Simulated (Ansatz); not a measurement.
AlRu:

```
CELL_PARAMETERS angstrom
2.99160 0.00000 0.00000
0.00000 2.99160 0.00000
0.00000 0.00000 2.99160
ATOMIC_POSITIONS crystal
Ru 0.50000 0.50000 0.50000
Al 0.00000 0.00000 0.00000
```

Base run:

| Property | Result |
| --- | --- |
| Program | Ansatz 0.2.0 |
| Functional | PBEsol |
| Potentials or basis | all-electron LAPW, scalar-relativistic |
| Cutoff | 241 eV (chosen from the basis error) |
| Basis error allowed | 0.001 eV/atom |
| k mesh | 9 × 9 × 9 |
| Occupations | fermi-dirac, width 0.05 eV |
| Spin | no spin polarisation |

Its results: pressure -3.4 GPa.

**Question.** The run is repeated on the same cell with these changes: functional from PBEsol to PBE. What comes out?

**Answer.** Pressure 2.5 GPa.

PBE binds less tightly than PBEsol, so the same cell stands under more pressure.
